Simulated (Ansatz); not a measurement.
## Ge under strain — quadrupolar parameters

The cell is an entry of the Crystallography Open Database (COD), relaxed with PBE at fixed cell and then changed (z stretched by 3 %, ions relaxed).

```xyz
2
Lattice="0.0000 2.8287 2.9135 2.8287 0.0000 2.9135 2.8287 2.8287 0.0000" Properties=species:S:1:pos:R:3 pbc="T T T"
Ge    0.0000    0.0000    0.0000
Ge    1.4143    1.4143    1.4568
```

Atoms are numbered from 1 in the order listed; like atoms form one site, named after its first atom.

Level of theory: DFT, PBE, plane waves and PAW, scalar-relativistic, 420 eV cutoff, Γ-centred 14×14×14 k-points, Fermi–Dirac smearing 0.05 eV (Ansatz 0.2.0).

V_zz is the principal component of the electric field gradient with the largest magnitude, η = (V_xx − V_yy)/V_zz and C_Q = eQV_zz/h.

Ge-73: I = 9/2, Q = -196.0 mb. Quadrupole moments are those of Pyykkö's year-2017 table.

Task: Give the quadrupolar parameters of the distinct sites.

Result: 

```tsv
site	atoms (order as listed)	first shell	V_xx, V_yy, V_zz (10²¹ V/m²)	η	C_Q (MHz)
Ge	1, 2	4 Ge at 2.47 Å	0.063, 0.063, -0.13	0.00	0.595
```

An axis of threefold or higher order runs through Ge, so V_zz lies along it and η is zero.

With no gap above 0.1 eV, as in a metal, the gradients converge slowly in k; expect changes of a tenth or more on a denser mesh. Semilocal functionals make gaps too small and can close them, so the real compound need not be a metal.

The relaxation (1 step) took 8.1 s of wall time (8.1 s of CPU time) and 0.52 GiB at its peak, on 1 thread of Intel Xeon 6975P-C (Granite Rapids) (x86_64; 16 cores open to the job, memory cap 3.0 GiB, no GPU), a shared host with a load of 0.6 a core.
